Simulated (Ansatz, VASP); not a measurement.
One calculation of SnO2, two programs

The input INCAR:

```
PREC = Accurate
ENCUT = 520
EDIFF = 1E-6
ISMEAR = 0
SIGMA = 0.05
LREAL = F
LASPH = T
NELM = 60
ALGO = Normal
ISIF = 2
LWAVE = F
LCHARG = F
GGA = PS
NBANDS = 20
```

The input KPOINTS:

```
regular mesh
0
Gamma
  12 12 12
```

Contents of POSCAR:

```
SnO2
1.0
    1.5786500000      0.9114340025      4.0575333333
   -1.5786500000      0.9114340025      4.0575333333
    0.0000000000     -1.8228680049      4.0575333333
Sn O
1 2
Direct
    0.5000000000      0.5000000000      0.5000000000
    0.2414378084      0.2414378084      0.2414378084
    0.7585621916      0.7585621916      0.7585621916
```

Input for Ansatz:

```yaml
crystal:
  lattice:
    - [1.57865, 0.9114340025, 4.0575333333]
    - [-1.57865, 0.9114340025, 4.0575333333]
    - [0.0, -1.8228680049, 4.0575333333]
  atoms:
    - { symbol: Sn, position: [0.5, 0.5, 0.5] }
    - { symbol: O, position: [0.2414378084, 0.2414378084, 0.2414378084] }
    - { symbol: O, position: [0.7585621916, 0.7585621916, 0.7585621916] }
basis:
  ecutwfc: 520.0
kpoints:
  mp_grid: { grid: [12, 12, 12] }
hamiltonian:
  xc: pbesol
  pseudopotentials: { kind: paw, azcp: { folder: soft_1 } }
scf:
  occupations: { method: gaussian, width: 0.05 }
output:
  forces: true
  stress: true
  eigenvalues: true
  write_density: true
  write_potential: true
  elf: true
  volumetric_format: npy
```

Alike in both runs: task single point; functional PBEsol; k mesh 12 × 12 × 12; occupations gaussian, width 0.05 eV; no spin polarisation.

|  | VASP | Ansatz |
| --- | --- | --- |
| version | VASP 6.6.1 | Ansatz 0.2.0 |
| potentials or method | VASP PAW PBE potentials, release 64 (Sn_d, O) | scalar-relativistic, plane waves, PAW |
| plane-wave cutoff (eV) | 520 | 520 |
| valence electrons in the cell | 26 | 26 |

Ansatz gave:

- gap on the k mesh at the Fermi level (eV): 2.23
- least direct gap on the mesh (eV): 2.32
- pressure (GPa): 19.5
- largest component of the traceless stress (GPa): 4.67
- rms of the force components (eV/Å): 0.694

Estimate VASP's values.

gap on the k mesh at the Fermi level (eV): 2.22; least direct gap on the mesh (eV): 2.31; pressure (GPa): 20.5; largest component of the traceless stress (GPa): 5.40; rms of the force components (eV/Å): 0.730.

Atom by atom the forces differ by 0.036 eV/Å (rms over components). With one functional, cell and mesh, what is left measures potentials, basis and numerics. Ansatz warned: «pseudo_functional_mismatch».

Caveats: so large a pressure means that the cell lies far from this level's equilibrium, or that cutoff or potentials fall short (VASP); the potentials were made for another functional, which shifts forces and pressure (VASP); spin-orbit coupling is left out, which moves the levels of the heavy elements. As with any semilocal functional, this PBEsol gap is likely too small. A k mesh can miss the band edges.
